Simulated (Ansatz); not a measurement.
Here is an Ansatz 0.2.0 calculation.

Contents of input.yaml:

```yaml
crystal:
  lattice:
    - [2.95, 0.0, 0.0]
    - [-1.475, 2.5547749412, 0.0]
    - [0.0, 0.0, 4.68]
  atoms:
    - { symbol: Ti, position: [0.6666666667, 0.3333333333, 0.75] }
    - { symbol: Ti, position: [0.3333333333, 0.6666666667, 0.25] }
kpoints:
  mp_grid: { grid: [10, 10, 6] }
scf:
  occupations: { method: fermi_dirac, width: 0.05 }
hamiltonian:
  xc: pbesol
  pseudopotentials: { kind: all_electron, lapw: { basis_error: 0.001 } }
output:
  forces: true
  stress: true
  eigenvalues: true
  populations: true
```

Potentials or basis: all-electron LAPW, scalar-relativistic.

Command:

```sh
$ ansatz run input.yaml --threads 1 --pin off --max-ram 3072MiB --backend cpu --events-out ev --progress --plain --runs-dir out
```

Question: What does it give for the pressure?

Answer: -5.7 GPa.

Question: What does it give for the band gap on the k mesh?

Answer: None (metal or under the smearing width).

Stress tensor (GPa, compression positive):
```
-5.54  0.00  0.00
 0.00 -5.54  0.00
 0.00  0.00 -6.06
```
